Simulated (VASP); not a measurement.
The system is K2S.

```
CELL_PARAMETERS angstrom
0.00000 3.70694 3.70694
3.70694 0.00000 3.70694
3.70694 3.70694 0.00000
ATOMIC_POSITIONS crystal
K 0.75000 0.75000 0.75000
K 0.25000 0.25000 0.25000
S 0.00000 0.00000 0.00000
```

The cell is a database's computed one.

```yaml
Program: VASP 6.6.1
Task: relaxation of cell and atoms
Functional: LDA
Potentials_or_basis: VASP PAW LDA potentials, release 64 (K_sv, S)
Cutoff: 600 eV
k_mesh: 6 × 6 × 6
Occupations: gaussian, width 0.02 eV
Spin: no spin polarisation
```

At the start: pressure -1.7 GPa; volume 33.96 Å³/atom.

Task: Where does the relaxation end?

Result: Over 4 steps the energy falls by 16.2 meV/atom and the volume is 31.12 Å³/atom (-8.3 %); space group Fm-3m (No. 225, to 0.05 Å).

Step by step:
```tsv
step	energy change (eV)	largest force (eV/Å)	pressure (GPa)	volume (Å³)
1	0.0000	0.0000	-1.69	101.88
2	-0.0405	0.0000	-0.76	96.68
3	-0.0485	0.0000	-0.05	93.60
4	-0.0485	0.0000	0.01	93.37
```

Final structure:
```cif
data_structure
_symmetry_space_group_name_H-M 'P 1'
_symmetry_Int_Tables_number 1
_cell_length_a 5.0923
_cell_length_b 5.0923
_cell_length_c 5.0923
_cell_angle_alpha 60.000
_cell_angle_beta 60.000
_cell_angle_gamma 60.000
_cell_volume 93.37
loop_
_atom_site_label
_atom_site_type_symbol
_atom_site_fract_x
_atom_site_fract_y
_atom_site_fract_z
_atom_site_occupancy
K1 K 0.75000 0.75000 0.75000 1
K2 K 0.25000 0.25000 0.25000 1
S1 S 0.00000 0.00000 0.00000 1
```
